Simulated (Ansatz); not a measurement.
## AlNi: eigenvalues along the path

```
Al Ni
1.0
     2.88100    0.00000    0.00000
     0.00000    2.88100    0.00000
     0.00000    0.00000    2.88100
Al Ni
1 1
Cartesian
  0.0000 0.0000 0.0000
  1.4405 1.4405 1.4405
```

Atom numbers follow the list: Al1, Ni2.

The cell is COD entry 9008802, as deposited and not checked against the literature; nothing was relaxed.

Computed with Ansatz 0.2.0, DFT, PBE, all-electron LAPW, scalar-relativistic.

Numerical set-up: a Γ-centred 13×13×13 k mesh, Fermi–Dirac smearing of 0.05 eV, basis error target 0.5 meV/atom, spin-polarised from start moments Ni2 1.5 μB (the moments died away, and the run ended non-magnetic).

Path points, in fractions of the reciprocal vectors: Γ (0.000, 0.000, 0.000), X (0.000, 0.500, 0.000), M (0.500, 0.500, 0.000), R (0.500, 0.500, 0.500). Levels in eV from the Fermi level; bands 9 to 18, counted from the lowest band of the run. The gap is zero.

```
# k(1/Å) point b9 b10 b11 b12 b13 b14 b15 b16 b17 b18
0.000 Γ -11.15 -3.22 -3.22 -1.51 -1.51 -1.51 5.48 5.48 5.48 8.14
0.078 - -11.13 -3.22 -3.21 -1.52 -1.52 -1.51 5.18 5.51 5.51 8.14
0.156 - -11.06 -3.22 -3.19 -1.55 -1.55 -1.51 4.51 5.61 5.61 8.14
0.234 - -10.94 -3.24 -3.17 -1.60 -1.60 -1.50 3.72 5.76 5.76 8.15
0.312 - -10.78 -3.27 -3.13 -1.67 -1.67 -1.50 2.92 5.97 5.97 8.16
0.389 - -10.57 -3.33 -3.09 -1.74 -1.74 -1.49 2.15 6.23 6.23 8.17
0.467 - -10.31 -3.44 -3.04 -1.82 -1.82 -1.48 1.44 6.54 6.54 8.18
0.545 - -10.01 -3.62 -2.98 -1.90 -1.90 -1.47 0.83 6.90 6.90 8.19
0.623 - -9.67 -3.88 -2.93 -1.97 -1.97 -1.46 0.34 7.29 7.29 8.21
0.701 - -9.29 -4.24 -2.88 -2.04 -2.04 -1.45 -0.03 7.72 7.72 8.22
0.779 - -8.87 -4.69 -2.83 -2.11 -2.11 -1.44 -0.29 8.19 8.19 8.24
0.857 - -8.42 -5.20 -2.79 -2.16 -2.16 -1.43 -0.45 8.25 8.68 8.68
0.935 - -7.93 -5.74 -2.76 -2.19 -2.19 -1.43 -0.55 8.26 9.19 9.19
1.013 - -7.41 -6.30 -2.74 -2.22 -2.22 -1.43 -0.60 8.27 9.70 9.70
1.090 X -6.93 -6.79 -2.74 -2.22 -2.22 -1.42 -0.62 8.27 10.00 10.00
1.168 - -6.92 -6.77 -2.73 -2.23 -2.22 -1.43 -0.62 8.13 9.75 10.03
1.246 - -6.87 -6.70 -2.72 -2.25 -2.22 -1.46 -0.62 7.75 9.13 10.14
1.324 - -6.80 -6.58 -2.69 -2.28 -2.20 -1.50 -0.62 7.23 8.33 10.32
1.402 - -6.70 -6.42 -2.66 -2.32 -2.19 -1.55 -0.63 6.63 7.45 10.57
1.480 - -6.57 -6.22 -2.63 -2.36 -2.18 -1.62 -0.63 6.00 6.56 10.88
1.558 - -6.43 -5.97 -2.59 -2.42 -2.16 -1.68 -0.64 5.38 5.69 11.23
1.636 - -6.26 -5.69 -2.55 -2.49 -2.14 -1.75 -0.66 4.79 4.85 11.36
1.714 - -6.09 -5.37 -2.56 -2.52 -2.12 -1.82 -0.68 4.06 4.24 11.50
1.791 - -5.90 -5.02 -2.63 -2.51 -2.10 -1.89 -0.72 3.34 3.74 11.65
1.869 - -5.72 -4.64 -2.71 -2.51 -2.08 -1.94 -0.77 2.71 3.32 11.82
1.947 - -5.56 -4.26 -2.78 -2.55 -2.07 -1.99 -0.83 2.19 2.97 11.98
2.025 - -5.43 -3.88 -2.84 -2.65 -2.06 -2.02 -0.90 1.80 2.71 12.12
2.103 - -5.34 -3.54 -2.88 -2.79 -2.05 -2.04 -0.96 1.56 2.56 12.22
2.181 M -5.31 -3.36 -2.90 -2.90 -2.05 -2.05 -0.98 1.48 2.50 12.26
2.291 - -5.38 -3.64 -2.91 -2.70 -2.05 -2.04 -0.93 1.62 2.62 12.18
2.401 - -5.65 -3.97 -2.94 -2.50 -2.04 -2.02 -0.80 1.87 3.09 11.87
2.511 - -6.19 -4.05 -2.98 -2.39 -2.02 -1.99 -0.57 2.02 3.98 11.29
2.622 - -6.88 -3.96 -3.03 -2.34 -2.00 -1.95 -0.27 2.13 5.13 10.54
2.732 - -7.59 -3.76 -3.07 -2.32 -1.97 -1.90 0.10 2.25 6.42 9.74
2.842 - -8.29 -3.54 -3.11 -2.31 -1.92 -1.84 0.53 2.41 7.74 8.96
2.952 - -8.93 -3.33 -3.14 -2.26 -1.87 -1.78 1.04 2.62 8.22 8.88
3.062 - -9.50 -3.20 -3.17 -2.16 -1.81 -1.72 1.61 2.90 7.55 9.42
3.172 - -9.99 -3.19 -3.14 -2.01 -1.74 -1.66 2.24 3.28 6.95 9.41
3.282 - -10.41 -3.20 -3.14 -1.85 -1.68 -1.61 2.94 3.74 6.45 9.21
3.393 - -10.73 -3.21 -3.16 -1.71 -1.61 -1.57 3.68 4.27 6.03 8.92
3.503 - -10.96 -3.21 -3.19 -1.60 -1.56 -1.54 4.45 4.82 5.73 8.59
3.613 - -11.10 -3.22 -3.21 -1.53 -1.53 -1.52 5.14 5.29 5.55 8.28
3.723 Γ -11.15 -3.22 -3.22 -1.51 -1.51 -1.51 5.48 5.48 5.48 8.14
3.858 - -11.08 -3.21 -3.21 -1.54 -1.53 -1.53 5.17 5.17 5.39 8.56
3.993 - -10.87 -3.19 -3.19 -1.61 -1.58 -1.58 4.55 4.55 5.17 9.50
4.128 - -10.52 -3.16 -3.16 -1.73 -1.67 -1.67 3.91 3.91 4.88 10.66
4.263 - -10.04 -3.12 -3.12 -1.88 -1.79 -1.79 3.35 3.35 4.61 11.86
4.398 - -9.43 -3.08 -3.08 -2.04 -1.93 -1.93 2.88 2.88 4.39 12.43
4.532 - -8.71 -3.07 -3.07 -2.17 -2.05 -2.05 2.53 2.53 4.22 11.48
4.667 - -7.90 -3.13 -3.13 -2.25 -2.09 -2.09 2.27 2.27 4.11 10.18
4.802 - -7.03 -3.27 -3.27 -2.22 -2.02 -2.02 2.10 2.10 4.02 8.92
4.937 - -6.15 -3.47 -3.47 -2.02 -1.86 -1.86 2.00 2.00 3.94 7.75
5.072 - -5.37 -3.66 -3.66 -1.64 -1.64 -1.57 1.94 1.94 3.86 6.71
5.207 - -4.76 -3.84 -3.84 -1.40 -1.40 -0.81 1.93 1.93 3.75 5.82
5.342 - -4.37 -3.98 -3.98 -1.18 -1.18 0.23 1.94 1.94 3.64 5.11
5.477 - -4.16 -4.06 -4.06 -1.01 -1.01 1.36 1.97 1.97 3.59 4.64
5.612 R -4.09 -4.09 -4.09 -0.95 -0.95 1.98 1.98 1.98 3.69 4.47
5.722 - -4.13 -4.08 -4.07 -1.01 -0.97 1.64 1.75 2.09 3.59 4.48
5.832 - -4.26 -4.04 -4.01 -1.17 -1.05 0.96 1.22 2.38 3.65 4.53
5.942 - -4.46 -3.99 -3.90 -1.38 -1.23 0.30 0.62 2.82 3.91 4.60
6.052 - -4.71 -3.98 -3.77 -1.60 -1.54 -0.14 0.05 3.36 4.30 4.71
6.163 - -5.01 -4.08 -3.60 -1.88 -1.82 -0.45 -0.37 3.97 4.79 4.86
6.273 - -5.32 -4.36 -3.41 -2.06 -2.02 -0.88 -0.48 4.65 5.06 5.37
6.383 - -5.64 -4.77 -3.20 -2.20 -2.07 -1.23 -0.54 5.30 5.37 6.03
6.493 - -5.95 -5.23 -2.99 -2.35 -1.98 -1.52 -0.58 5.61 6.14 6.74
6.603 - -6.23 -5.68 -2.78 -2.47 -1.84 -1.75 -0.60 5.98 6.93 7.51
6.713 - -6.47 -6.07 -2.60 -2.57 -1.93 -1.70 -0.61 6.42 7.74 8.07
6.823 - -6.67 -6.38 -2.64 -2.44 -2.06 -1.58 -0.62 6.94 8.53 8.67
6.934 - -6.81 -6.61 -2.70 -2.32 -2.15 -1.49 -0.62 7.49 9.24 9.28
7.044 - -6.90 -6.75 -2.73 -2.25 -2.21 -1.44 -0.62 8.02 9.79 9.79
7.154 X -6.93 -6.79 -2.74 -2.22 -2.22 -1.42 -0.62 8.27 10.00 10.00
8.696 R -4.09 -4.09 -4.09 -0.95 -0.95 1.98 1.98 1.98 3.69 4.47
8.774 - -4.11 -4.08 -4.08 -0.99 -0.95 1.87 1.87 1.97 3.59 4.62
8.852 - -4.16 -4.06 -4.06 -1.11 -0.95 1.58 1.58 1.92 3.41 4.96
8.930 - -4.25 -4.02 -4.02 -1.30 -0.95 1.20 1.20 1.86 3.23 5.41
9.008 - -4.36 -3.97 -3.97 -1.53 -0.96 0.81 0.81 1.79 3.07 5.92
9.085 - -4.48 -3.90 -3.90 -1.79 -0.96 0.41 0.41 1.73 2.94 6.49
9.163 - -4.62 -3.81 -3.81 -2.06 -0.96 0.02 0.02 1.67 2.83 7.12
9.241 - -4.76 -3.72 -3.72 -2.33 -0.97 -0.34 -0.34 1.63 2.74 7.79
9.319 - -4.89 -3.61 -3.61 -2.59 -0.97 -0.69 -0.69 1.59 2.67 8.50
9.397 - -5.01 -3.48 -3.48 -2.81 -1.01 -1.01 -0.97 1.55 2.62 9.24
9.475 - -5.11 -3.35 -3.35 -3.01 -1.31 -1.31 -0.98 1.53 2.57 10.00
9.553 - -5.19 -3.20 -3.20 -3.16 -1.58 -1.58 -0.98 1.51 2.54 10.75
9.631 - -5.26 -3.27 -3.06 -3.06 -1.81 -1.81 -0.98 1.49 2.52 11.46
9.709 - -5.29 -3.34 -2.95 -2.95 -1.98 -1.98 -0.98 1.48 2.51 12.03
9.786 M -5.31 -3.36 -2.90 -2.90 -2.05 -2.05 -0.98 1.48 2.50 12.26
```
